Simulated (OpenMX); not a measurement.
ZnSe (Stilleite) under changes of volume

One of the cells (22.757 Å³/atom); the others are scaled copies at fixed shape and fractional positions:

```
Se Zn
1.0
     0.00000    2.83380    2.83380
     2.83380    0.00000    2.83380
     2.83380    2.83380    0.00000
Se Zn
1 1
Direct
  0.75000 0.75000 0.75000
  0.00000 0.00000 0.00000
```

```yaml
Program: OpenMX 3.8.5
Functional: PBE
Potentials_or_basis: OpenMX 2013 PBE set, Se7.0-s3p2d1, Zn6.0H-s2p2d1, fixed grid of 45 × 45 × 45 points
k_mesh: 9 × 9 × 9
Occupations: fermi-dirac, width 0.05 eV
Spin: no spin polarisation
```

| volume (Å³/atom) | energy over the lowest point (meV/atom) | gap on the mesh (eV) |
| --- | --- | --- |
| 21.391 | ? | ? |
| 21.846 | 75.79 | 1.88 |
| 22.301 | 52.03 | 1.77 |
| 22.757 | 32.76 | 1.67 |
| 23.212 | 18.19 | 1.57 |
| 23.667 | 7.41 | 1.47 |
| 24.122 | 0.00 | 1.38 |

**Question.** What does the run at 21.391 Å³/atom give?

**Answer.** Energy over the lowest point 104.54 meV/atom; gap on the mesh 1.99 eV.

Worked out: A Birch-Murnaghan fit of order 3 (a polynomial in V^(-2/3)) to the other rows has no minimum within the range. It gives 105.13 meV/atom at 21.391 Å³/atom, against the run's 104.54. A straight line through the other rows of the gap, of slope -5.05 eV per unit of ln V (its deformation potential), extrapolates to 1.98 eV, against the run's 1.99.

Energies are extrapolated to zero smearing.

Caveats: the transition metal has a single d function, too few for pressures, volumes and moments; the basis of atomic orbitals isn't converged, which shifts pressures, moduli and gaps.

Spin-orbit coupling on Se is left out.
